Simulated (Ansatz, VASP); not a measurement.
**One calculation of Al2Cu, two programs**

```xyz
3
Lattice="4.0497 0.0000 0.0000 0.0000 4.0497 0.0000 0.0000 0.0000 2.8522" Properties=species:S:1:pos:R:3 pbc="T T T"
Cu    0.0000    0.0000    0.0000
Al    0.0000    2.0248    1.4261
Al    2.0248    0.0000    1.4261
```

Change from the starting cell: volume scaled by 0.96.

Alike in both runs: task single point; functional LDA; k mesh 7 × 7 × 9; occupations fermi-dirac, width 0.05 eV; no spin polarisation.

```csv
,VASP,Ansatz
version,VASP 6.6.1,Ansatz 0.2.0
potentials or method,"VASP PAW LDA potentials, release 64 (Cu, Al), cutoff 520 eV","all-electron LAPW, scalar-relativistic"
```

Ansatz gave:

```
gap on the k mesh at the Fermi level (eV)       : none
pressure (GPa)                                  : -1.5
largest component of the traceless stress (GPa) : 0.82
```

What did VASP give for the same quantities?

gap on the k mesh at the Fermi level (eV): none; pressure (GPa): -1.2; largest component of the traceless stress (GPa): 0.83.

A gap of «none» marks a metal or a gap that the smearing closes. Ansatz ran all-electron here, so the differences hold the error of VASP's frozen core and of both bases.
